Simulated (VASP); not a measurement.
# Hf7S (Fm-3m) in VASP: a series of runs, part 2 of 2

VASP 6.6.1. Earlier steps stand in the parts before.

### 3 Relaxation of cell and atoms, PBE (species swapped into the SbPt7 type (Fm-3m, No. 225))

INCAR

```
PREC = Accurate
ENCUT = 600
EDIFF = 1E-6
ISMEAR = 0
SIGMA = 0.1
LREAL = False
LASPH = True
NELM = 60
ALGO = Fast
ISIF = 3
LWAVE = False
LCHARG = False
GGA = PE
IBRION = 2
NSW = 100
EDIFFG = -0.01
```

KPOINTS

```
regular mesh
0
Gamma
  8 8 8
```

POSCAR

```
Hf7S
1.0
    0.0000000000      4.3908687755      4.3908687755
    4.3908687755      0.0000000000      4.3908687755
    4.3908687755      4.3908687755      0.0000000000
Hf S
7 1
Direct
    0.5000000000      0.5000000000      0.5000000000
    0.0000000000      0.5000000000      0.0000000000
    0.5000000000      0.0000000000      0.0000000000
    0.0000000000      0.5000000000      0.5000000000
    0.5000000000      0.0000000000      0.5000000000
    0.0000000000      0.0000000000      0.5000000000
    0.5000000000      0.5000000000      0.0000000000
    0.0000000000      0.0000000000      0.0000000000
```

Potentials or basis: VASP PAW PBE potentials, release 64 (Hf_pv, S).

Launch:

```sh
$ cat potpaw_PBE.64/Hf_pv/POTCAR potpaw_PBE.64/S/POTCAR > POTCAR
$ mpirun -np 1 vasp_std > vasp.out
```

OUTCAR:

```text
PREC = Accurate
   ENCUT = 600
   EDIFF = 1E-6
   ISMEAR = 0
   LREAL = False
   LASPH = True
   NELM = 60
   ISIF = 3
   GGA = PE
   IBRION = 2
   NSW = 100
   EDIFFG = -0.01

 ion  position               nearest neighbor table
   1  0.500  0.500  0.500-   4 3.10   5 3.10   7 3.10   2 3.10   3 3.10   7 3.10   3 3.10   5 3.10
                             6 3.10   2 3.10   4 3.10   6 3.10
   2  0.000  0.500  0.000-   4 3.10   7 3.10   8 3.10   1 3.10   4 3.10   6 3.10   3 3.10   6 3.10
                             8 3.10   1 3.10   3 3.10   7 3.10
   3  0.500  0.000  0.000-   5 3.10   7 3.10   8 3.10   1 3.10   5 3.10   6 3.10   1 3.10   2 3.10
                             7 3.10   2 3.10   6 3.10   8 3.10
   4  0.000  0.500  0.500-   1 3.10   2 3.10   6 3.10   2 3.10   7 3.10   8 3.10   5 3.10   6 3.10
                             8 3.10   1 3.10   5 3.10   7 3.10
   5  0.500  0.000  0.500-   1 3.10   3 3.10   6 3.10   3 3.10   7 3.10   8 3.10   1 3.10   4 3.10
                             7 3.10   4 3.10   6 3.10   8 3.10
   6  0.000  0.000  0.500-   4 3.10   5 3.10   8 3.10   2 3.10   3 3.10   8 3.10   1 3.10   2 3.10
                             4 3.10   1 3.10   3 3.10   5 3.10
   7  0.500  0.500  0.000-   1 3.10   2 3.10   3 3.10   1 3.10   4 3.10   5 3.10   3 3.10   5 3.10
                             8 3.10   2 3.10   4 3.10   8 3.10
   8  0.000  0.000  0.000-   2 3.10   3 3.10   6 3.10   4 3.10   5 3.10   6 3.10   2 3.10   4 3.10
                             7 3.10   3 3.10   5 3.10   7 3.10

  LATTYP: Found a face centered cubic cell.
 ALAT       =     8.7817375510

  Lattice vectors:

 A1 = (   0.0000000000,   4.3908687755,   4.3908687755)
 A2 = (   4.3908687755,   0.0000000000,   4.3908687755)
 A3 = (   4.3908687755,   4.3908687755,   0.0000000000)

Analysis of symmetry for initial positions (statically):
=====================================================================
 Subroutine PRICEL returns:
 Original cell was already a primitive cell.

 Routine SETGRP: Setting up the symmetry group for a
 face centered cubic supercell.

 Subroutine GETGRP returns: Found 48 space group operations
 (whereof 48 operations were pure point group operations)
 out of a pool of 48 trial point group operations.

The static configuration has the point symmetry O_h .

Analysis of symmetry for dynamics (positions and initial velocities):
=====================================================================
 Subroutine PRICEL returns:
 Original cell was already a primitive cell.

 Routine SETGRP: Setting up the symmetry group for a
 face centered cubic supercell.

 Subroutine GETGRP returns: Found 48 space group operations
 (whereof 48 operations were pure point group operations)
 out of a pool of 48 trial point group operations.

The dynamic configuration has the point symmetry O_h .

 Subroutine INISYM returns: Found 48 space group operations
 (whereof 48 operations are pure point group operations),
 and found     1 'primitive' translations

----------------------------------------------------------------------------------------

                                     Primitive cell

  volume of cell :     169.3095

  direct lattice vectors                    reciprocal lattice vectors
     0.000000000  4.390868776  4.390868776    -0.113872681  0.113872681  0.113872681
     4.390868776  0.000000000  4.390868776     0.113872681 -0.113872681  0.113872681
     4.390868776  4.390868776  0.000000000     0.113872681  0.113872681 -0.113872681

  length of vectors
[... 82 lines left out ...]
   NGX,Y,Z   is equivalent  to a cutoff of  13.39, 13.39, 13.39 a.u.
   NGXF,Y,Z  is equivalent  to a cutoff of  26.77, 26.77, 26.77 a.u.
 SYSTEM =  unknown system
   PREC   = accura    normal or accurate (medium, high low for compatibility)
   ISTART =      0    job   : 0-new  1-cont  2-samecut
   ICHARG =      2    charge: 1-file 2-atom 10-const
   ISPIN  =      1    spin polarized calculation?
   LNONCOLLINEAR =      F non collinear calculations
   LSORBIT =      F    spin-orbit coupling
   LASPH  =      T    aspherical Exc in radial PAW
   ENCUT  =  600.0 eV  44.10 Ry    6.64 a.u.  12.40 12.40 12.40*2*pi/ulx,y,z
   NELM   =     60;   NELMIN=  2; NELMDL= -5     # of ELM steps
   EDIFF  = 0.1E-05   stopping-criterion for ELM
   LREAL  =      F    real-space projection
   EDIFFG = -.1E-01   stopping-criterion for IOM
   NSW    =    100    number of steps for IOM
   IBRION =      2    ionic relax: 0-MD 1-quasi-New 2-CG
   NFREE  =      1    steps in history (QN), initial steepest desc. (CG)
   ISIF   =      3    stress and relaxation
   ISYM   =      2    0-nonsym 1-usesym 2-fastsym
   POTIM  = 0.5000    time-step for ionic-motion
   TEBEG  =    0.0;   TEEND  =   0.0 temperature during run
   PSTRESS=    0.0 pullay stress
   NELECT =      76.0000    total number of electrons
   NUPDOWN=      -1.0000    fix difference up-down
   EMIN   =  10.00;   EMAX   =-10.00  energy-range for DOS
   EFERMI =   0.00;   METHOD = LEGACY
   ISMEAR =     0;   SIGMA  =   0.10  broadening in eV -4-tet -1-fermi 0-gaus
   EFERMI_NEDOS =   21; number of points for ismear=-14 and -15
   IALGO  =     68    algorithm
   IMIX   =      4    mixing-type and parameters
     AMIX     =   0.40;   BMIX     =  1.00
     AMIX_MAG =   1.60;   BMIX_MAG =  1.00
  volume/ion in A,a.u.               =      21.16       142.82
  Fermi-wavevector in a.u.,A,eV,Ry     =   1.253484  2.368742 21.377786  1.571223
  Thomas-Fermi vector in A             =   2.387335
   LORBIT       =      0    0 simple, 1 ext, 2 COOP (PROOUT), +10 PAW based schemes
   GGA     = PE    functional components
   LHFCALC =     F    Hartree Fock is set to
   AEXX    =    0.0000 exact exchange contribution
   IVDW    =     0    specifies the selected vdW correction
   LEPSILON=     F    determine dielectric tensor
   LRPA    =     F    only Hartree local field effects (RPA)
 conjugate gradient relaxation of ions
 non-spin polarized calculation
 RMM-DIIS sequential band-by-band and
 Gauss-broadening in eV      SIGMA  =   0.10
  energy-cutoff  :      600.00
  volume of cell :      169.31
 maximum number of plane-waves:      5717
 NGX is ok and might be reduce to    50
   NGX = 25   NGY = 25   NGZ = 25

--------------------------------------- Ionic step        1  -------------------------------------------

 number of electron      76.0000003 magnetization

 Free energy of the ion-electron system (eV)
  ---------------------------------------------------
  ext. energy  EPLUGINS =         0.00000000
  ---------------------------------------------------
  free energy    TOTEN  =       -73.59835949 eV

  energy without entropy =      -73.55119071  energy(sigma->0) =      -73.57477510

------------------------ aborting loop because EDIFF is reached ----------------------------------------

  FORCE on cell =-STRESS in cart. coord.  units (eV):
  Direction    XX          YY          ZZ          XY          YZ          ZX
  --------------------------------------------------------------------------------------
  -------------------------------------------------------------------------------------
  Total       -0.5903126     -0.5903126     -0.5903126      0.0000000     -0.0000000      0.0000000
  in kB       -5.5861325     -5.5861325     -5.5861325      0.0000000     -0.0000000      0.0000000
  external PRESSURE =      -5.5861325 kB  Pullay stress =       0.0000000 kB
[... 71 lines left out ...]
--------------------------------------- Ionic step        3  -------------------------------------------

 number of electron      76.0000004 magnetization

 Free energy of the ion-electron system (eV)
  ---------------------------------------------------
  ext. energy  EPLUGINS =         0.00000000
  ---------------------------------------------------
  free energy    TOTEN  =       -73.60005172 eV

  energy without entropy =      -73.55409585  energy(sigma->0) =      -73.57707378

 E-fermi :   5.3399     XC(G=0): -11.3578

 val. band max:        5.3346698069   @ k =   0.1250   0.0000   0.0000
 cond. band min:       5.3594478535   @ k =  -0.3750   0.3750   0.1250
 fundamental gap:      0.0247780466
 Fermi energy:         5.3398630226

 k-point     1 :       0.0000    0.0000    0.0000
  band No.  band energies     occupation
      1     -25.5259      2.00000
      2     -25.5136      2.00000
      3     -25.5136      2.00000
      4     -25.5136      2.00000
      5     -25.4621      2.00000
      6     -25.4621      2.00000
[... 1141 lines left out ...]
     44       6.9249      0.00000
     45       6.9504      0.00000

 [... further k-points ...]

------------------------ aborting loop because EDIFF is reached ----------------------------------------

  FORCE on cell =-STRESS in cart. coord.  units (eV):
  Direction    XX          YY          ZZ          XY          YZ          ZX
  --------------------------------------------------------------------------------------
  -------------------------------------------------------------------------------------
  Total       -0.0102148     -0.0102148     -0.0102148     -0.0000000      0.0000000      0.0000000
  in kB       -0.0972210     -0.0972210     -0.0972210     -0.0000000      0.0000000      0.0000000
  external PRESSURE =      -0.0972210 kB  Pullay stress =       0.0000000 kB
[... 23 lines left out ...]
  FREE ENERGIE OF THE ION-ELECTRON SYSTEM (eV)
  ---------------------------------------------------
  free  energy   TOTEN  =       -73.6000517225 eV

  energy  without entropy=      -73.5540958465  energy(sigma->0) =      -73.57707378

 reached required accuracy - stopping structural energy minimisation
```

Run time: 10 min. Hardware: 1 thread of Intel Xeon Platinum 8559C (Emerald Rapids), shared host; peak memory 0.49 GiB.

What came out:

- Free energy: -73.6001 eV
- Relaxed volume: 21.04 Å³/atom
- Relaxed cell: a = 6.198 Å, b = 6.198 Å, c = 6.198 Å, α = 60.00°, β = 60.00°, γ = 60.00°
- Space group after relaxing (to 0.05 Å): Fm-3m (No. 225)
- Energy gained by relaxing: 0.2 meV/atom
- Ionic steps: 3
- Pressure after relaxing: 0.0 GPa
- Band gap on the k mesh: none (metal or under the smearing width)

Step by step:
```tsv
step	energy change (eV)	largest force (eV/Å)	pressure (GPa)	volume (Å³)
1	0.0000	0.0000	-0.56	169.31
2	-0.0004	0.0000	0.51	167.51
3	-0.0017	0.0000	-0.01	168.34
```

Final structure:
```cif
data_structure
_symmetry_space_group_name_H-M 'P 1'
_symmetry_Int_Tables_number 1
_cell_length_a 6.1977
_cell_length_b 6.1977
_cell_length_c 6.1977
_cell_angle_alpha 60.000
_cell_angle_beta 60.000
_cell_angle_gamma 60.000
_cell_volume 168.34
loop_
_atom_site_label
_atom_site_type_symbol
_atom_site_fract_x
_atom_site_fract_y
_atom_site_fract_z
_atom_site_occupancy
Hf1 Hf 0.50000 0.50000 0.50000 1
Hf2 Hf 0.00000 0.50000 0.00000 1
Hf3 Hf 0.50000 0.00000 0.00000 1
Hf4 Hf 0.00000 0.50000 0.50000 1
Hf5 Hf 0.50000 0.00000 0.50000 1
Hf6 Hf 0.00000 0.00000 0.50000 1
Hf7 Hf 0.50000 0.50000 0.00000 1
S1 S 0.00000 0.00000 0.00000 1
```

Spin-orbit coupling is left out, which matters for the levels of Hf.

### 4 Single point, PBE (species swapped into the SbPt7 type (Fm-3m, No. 225))

INCAR

```
PREC = Accurate
ENCUT = 520
EDIFF = 1E-6
ISMEAR = 0
SIGMA = 0.1
LREAL = F
LASPH = T
NELM = 100
ALGO = Fast
ISIF = 2
LWAVE = F
LCHARG = F
GGA = PE
NBANDS = 48
```

KPOINTS

```
Automatic mesh
0
Gamma
  8 8 8
```

POSCAR: that of step 3 with these lines changed.

```diff
@@ -2,5 +2,5 @@
 1.0
-    0.0000000000      4.3908687755      4.3908687755
-    4.3908687755      0.0000000000      4.3908687755
-    4.3908687755      4.3908687755      0.0000000000
+    0.0000000000      4.3894116251      4.3894116251
+    4.3894116251      0.0000000000      4.3894116251
+    4.3894116251      4.3894116251      0.0000000000
 Hf S
```

Potentials or basis: VASP PAW PBE potentials, release 64 (Hf_pv, S).

Launch:

```sh
$ cat potpaw_PBE.64/Hf_pv/POTCAR potpaw_PBE.64/S/POTCAR > POTCAR
$ mpirun -np 1 vasp_std > vasp.out
```

OUTCAR:

```text
PREC = Accurate
   ENCUT = 520
   EDIFF = 1E-6
   ISMEAR = 0
   LREAL = F
   LASPH = T
   NELM = 100
   ISIF = 2
   GGA = PE

 ion  position               nearest neighbor table
   1  0.500  0.500  0.500-   4 3.10   5 3.10   7 3.10   2 3.10   3 3.10   7 3.10   3 3.10   5 3.10
                             6 3.10   2 3.10   4 3.10   6 3.10
   2  0.000  0.500  0.000-   4 3.10   7 3.10   8 3.10   1 3.10   4 3.10   6 3.10   3 3.10   6 3.10
                             8 3.10   1 3.10   3 3.10   7 3.10
   3  0.500  0.000  0.000-   5 3.10   7 3.10   8 3.10   1 3.10   5 3.10   6 3.10   1 3.10   2 3.10
                             7 3.10   2 3.10   6 3.10   8 3.10
   4  0.000  0.500  0.500-   1 3.10   2 3.10   6 3.10   2 3.10   7 3.10   8 3.10   5 3.10   6 3.10
                             8 3.10   1 3.10   5 3.10   7 3.10
[... 1448 lines left out ...]
  external PRESSURE =      -4.7119421 kB  Pullay stress =       0.0000000 kB

 VOLUME and BASIS-vectors are now :
 -----------------------------------------------------------------------------
  energy-cutoff  :      520.00
  volume of cell :      169.14
      direct lattice vectors                 reciprocal lattice vectors
     0.000000000  4.389411625  4.389411625    -0.113910483  0.113910483  0.113910483
     4.389411625  0.000000000  4.389411625     0.113910483 -0.113910483  0.113910483
     4.389411625  4.389411625  0.000000000     0.113910483  0.113910483 -0.113910483

 POSITION                                       TOTAL-FORCE (eV/Angst)
 -----------------------------------------------------------------------------------
      4.38941      4.38941      4.38941         0.000000     -0.000000     -0.000000
      2.19471      0.00000      2.19471        -0.000000      0.000000      0.000000
      0.00000      2.19471      2.19471         0.000000     -0.000000     -0.000000
      4.38941      2.19471      2.19471         0.000000     -0.000000      0.000000
      2.19471      4.38941      2.19471         0.000000      0.000000      0.000000
      2.19471      2.19471      0.00000        -0.000000      0.000000     -0.000000
      2.19471      2.19471      4.38941        -0.000000     -0.000000     -0.000000
      0.00000      0.00000      0.00000         0.000000      0.000000     -0.000000
 -----------------------------------------------------------------------------------
    total drift:                                0.000000      0.000000      0.000000

  FREE ENERGIE OF THE ION-ELECTRON SYSTEM (eV)
  ---------------------------------------------------
  free  energy   TOTEN  =       -73.5975919989 eV

  energy  without entropy=      -73.5506295452  energy(sigma->0) =      -73.57411077
```

OSZICAR:

```text
N       E                     dE             d eps       ncg     rms          rms(c)
DAV:   1     0.341312112100E+03    0.34131E+03   -0.41575E+04  2784   0.151E+03
DAV:   2    -0.508042800058E+02   -0.39212E+03   -0.37778E+03  3144   0.379E+02
DAV:   3    -0.753802747110E+02   -0.24576E+02   -0.23063E+02  3640   0.553E+01
DAV:   4    -0.762549293198E+02   -0.87465E+00   -0.84406E+00  3512   0.988E+00
DAV:   5    -0.762751334072E+02   -0.20204E-01   -0.20139E-01  3520   0.136E+00    0.118E+02
RMM:   6    -0.742353780720E+02    0.20398E+01   -0.31143E+00  3057   0.566E+00    0.679E+01
RMM:   7    -0.738301310854E+02    0.40525E+00   -0.38867E+00  3235   0.742E+00    0.128E+01
RMM:   8    -0.736105542413E+02    0.21958E+00   -0.73632E-01  3386   0.338E+00    0.283E+00
RMM:   9    -0.735987111604E+02    0.11843E-01   -0.18237E-01  3750   0.129E+00    0.129E+00
RMM:  10    -0.735979500775E+02    0.76108E-03   -0.24240E-02  4040   0.446E-01    0.691E-01
RMM:  11    -0.735975488367E+02    0.40124E-03   -0.58657E-03  3891   0.216E-01    0.200E-01
RMM:  12    -0.735975664521E+02   -0.17615E-04   -0.93563E-04  3929   0.935E-02    0.769E-02
RMM:  13    -0.735975895630E+02   -0.23111E-04   -0.24387E-04  4008   0.467E-02    0.277E-02
RMM:  14    -0.735975901384E+02   -0.57539E-06   -0.73768E-05  3864   0.212E-02    0.120E-02
RMM:  15    -0.735975917288E+02   -0.15904E-05   -0.15211E-05  3089   0.928E-03    0.400E-03
RMM:  16    -0.735975919989E+02   -0.27012E-06   -0.47500E-06  2536   0.392E-03
   1 F= -.73597592E+02 E0= -.73574111E+02  d E =-.469625E-01
```

stdout:

```text
POSCAR found type information on POSCAR HfS
 POSCAR found :  2 types and       8 ions
 scaLAPACK will be used
 LDA part: xc-table for (Slater+PW92), standard interpolation
 POSCAR, INCAR and KPOINTS ok, starting setup
 FFT: planning ... GRIDC
 FFT: planning ... GRID_SOFT
 FFT: planning ... GRID
 WAVECAR not read
 entering main loop
```

Wall time 3.6 min (1 thread of Intel Xeon Platinum 8559C (Emerald Rapids), shared host); peak memory 0.42 GiB.

What came out:

```yaml
Free_energy: -73.5976 eV
Pressure: -0.5 GPa
Band_gap_on_the_k_mesh: none (metal or under the smearing width)
```

### 5 Overview

```tsv
task	cell	k mesh	cutoff (eV)	gap on the mesh (eV)	pressure (GPa)	relaxed volume (Å³/atom)
relaxation of cell and atoms	relaxed from: species swapped into the SbPt7 type (Fm-3m, No. 225)	4 × 4 × 4	600	none	-0.1	21.08
relaxation of cell and atoms	relaxed from: species swapped into the SbPt7 type (Fm-3m, No. 225)	8 × 8 × 8	600	none	0.0	21.04
single point	species swapped into the SbPt7 type (Fm-3m, No. 225)	8 × 8 × 8	520	none	-0.5	-
```

Alike in all rows: level PBE; potentials or basis VASP PAW PBE potentials, release 64 (Hf_pv, S); no spin polarisation; smearing gaussian 0.1 eV.

Caveats: the volume moved by over 15 % at a fixed basis, so the end points are rough (some runs).

Absolute energies hang on the potentials; compare differences alone.
